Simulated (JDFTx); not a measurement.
A run of JDFTx 1.7.0 (patched build) is set up as follows.

Contents of bands.in:

```
include GaN.lattice
coords-type Lattice
include GaN.ionpos

ion-species pseudo/Ga.upf
ion-species pseudo/N.upf
elec-cutoff 42 336
elec-ex-corr lda-PW
elec-smearing Fermi 0.0018374661
elec-n-bands 15
electronic-minimize nIterations 30 energyDiffThreshold 1e-06
davidson-band-ratio 1.3
forces-output-coords Cartesian
include path.kpoints
symmetries none
fix-electron-density run.$VAR

dump-name bands.$VAR
dump End Ecomponents EigStats BandEigs Kpoints Forces
```

The input GaN.lattice:

```
lattice \
    0.0000000000     4.2584989699     4.2584989699 \
    4.2584989699     0.0000000000     4.2584989699 \
    4.2584989699     4.2584989699     0.0000000000
```

Contents of GaN.ionpos:

```
ion Ga     0.0000000000     0.0000000000     0.0000000000 1
ion N      0.2500000000     0.2500000000     0.2500000000 1
```

Contents of path.kpoints:

```
kpoint +0.0000000000 +0.0000000000 +0.0000000000 0.020000000000
kpoint +0.0714285714 +0.0000000000 +0.0714285714 0.020000000000
kpoint +0.1428571429 +0.0000000000 +0.1428571429 0.020000000000
kpoint +0.2142857143 +0.0000000000 +0.2142857143 0.020000000000
kpoint +0.2857142857 +0.0000000000 +0.2857142857 0.020000000000
kpoint +0.3571428571 +0.0000000000 +0.3571428571 0.020000000000
kpoint +0.4285714286 +0.0000000000 +0.4285714286 0.020000000000
kpoint +0.5000000000 +0.0000000000 +0.5000000000 0.020000000000
kpoint +0.5000000000 +0.0833333333 +0.5833333333 0.020000000000
kpoint +0.5000000000 +0.1666666667 +0.6666666667 0.020000000000
kpoint +0.5000000000 +0.2500000000 +0.7500000000 0.020000000000
kpoint +0.4375000000 +0.3125000000 +0.7500000000 0.020000000000
kpoint +0.3750000000 +0.3750000000 +0.7500000000 0.020000000000
kpoint +0.3281250000 +0.3281250000 +0.6562500000 0.020000000000
kpoint +0.2812500000 +0.2812500000 +0.5625000000 0.020000000000
kpoint +0.2343750000 +0.2343750000 +0.4687500000 0.020000000000
kpoint +0.1875000000 +0.1875000000 +0.3750000000 0.020000000000
kpoint +0.1406250000 +0.1406250000 +0.2812500000 0.020000000000
kpoint +0.0937500000 +0.0937500000 +0.1875000000 0.020000000000
kpoint +0.0468750000 +0.0468750000 +0.0937500000 0.020000000000
kpoint +0.0000000000 +0.0000000000 +0.0000000000 0.020000000000
kpoint +0.0833333333 +0.0833333333 +0.0833333333 0.020000000000
kpoint +0.1666666667 +0.1666666667 +0.1666666667 0.020000000000
kpoint +0.2500000000 +0.2500000000 +0.2500000000 0.020000000000
kpoint +0.3333333333 +0.3333333333 +0.3333333333 0.020000000000
kpoint +0.4166666667 +0.4166666667 +0.4166666667 0.020000000000
kpoint +0.5000000000 +0.5000000000 +0.5000000000 0.020000000000
kpoint +0.5250000000 +0.4500000000 +0.5250000000 0.020000000000
kpoint +0.5500000000 +0.4000000000 +0.5500000000 0.020000000000
kpoint +0.5750000000 +0.3500000000 +0.5750000000 0.020000000000
kpoint +0.6000000000 +0.3000000000 +0.6000000000 0.020000000000
kpoint +0.6250000000 +0.2500000000 +0.6250000000 0.020000000000
kpoint +0.5625000000 +0.2500000000 +0.6875000000 0.020000000000
kpoint +0.5000000000 +0.2500000000 +0.7500000000 0.020000000000
kpoint +0.5000000000 +0.2916666667 +0.7083333333 0.020000000000
kpoint +0.5000000000 +0.3333333333 +0.6666666667 0.020000000000
kpoint +0.5000000000 +0.3750000000 +0.6250000000 0.020000000000
kpoint +0.5000000000 +0.4166666667 +0.5833333333 0.020000000000
kpoint +0.5000000000 +0.4583333333 +0.5416666667 0.020000000000
kpoint +0.5000000000 +0.5000000000 +0.5000000000 0.020000000000
kpoint +0.4791666667 +0.4791666667 +0.5416666667 0.020000000000
kpoint +0.4583333333 +0.4583333333 +0.5833333333 0.020000000000
kpoint +0.4375000000 +0.4375000000 +0.6250000000 0.020000000000
kpoint +0.4166666667 +0.4166666667 +0.6666666667 0.020000000000
kpoint +0.3958333333 +0.3958333333 +0.7083333333 0.020000000000
kpoint +0.3750000000 +0.3750000000 +0.7500000000 0.020000000000
kpoint +0.6250000000 +0.2500000000 +0.6250000000 0.020000000000
kpoint +0.5833333333 +0.1666666667 +0.5833333333 0.020000000000
kpoint +0.5416666667 +0.0833333333 +0.5416666667 0.020000000000
kpoint +0.5000000000 +0.0000000000 +0.5000000000 0.020000000000
```

Potentials or basis: PseudoDojo-SR-LDA-0.4.1-standard with smoothed tails.

Run with:

```sh
$ jdftx -c 1 -i bands.in -o bands.out
```

**Question.** What does it give for the band gap along the path?

**Answer.** 1.77 eV, direct.

Levels at the corners of the path, in eV from the valence-band top:
```csv
point,band 7,band 8,band 9,band 10,band 11
Γ,0.00,0.00,0.00,1.77,10.16
X,-6.21,-2.72,-2.72,3.29,6.50
W,-5.77,-3.73,-3.68,6.14,8.23
K,-5.94,-4.30,-2.19,4.92,7.72
Γ,0.00,0.00,0.00,1.77,10.16
L,-7.11,-0.98,-0.98,4.56,8.61
U,-5.94,-4.30,-2.19,4.92,7.72
W,-5.77,-3.73,-3.68,6.14,8.23
L,-7.11,-0.98,-0.98,4.56,8.61
K,-5.94,-4.30,-2.19,4.92,7.72
U,-5.94,-4.30,-2.19,4.92,7.72
X,-6.21,-2.72,-2.72,3.29,6.50
```

**The experiment to reproduce.**

A printed reference work, textbook reports, for a bulk crystal of GaN at 0 K: band gap 3.299 eV (direct).

Against the measured gap of GaN, 3.299 eV (direct; 0 K; a printed reference work, textbook), the calculated 1.77 eV is off by -1.53 eV. Spin-orbit coupling on Ga is left out. The value is that of LDA, without temperature or zero-point motion. Semilocal functionals fall short of measured gaps as a rule. The cell is a database's relaxed one, not the measured one, which moves gaps too.
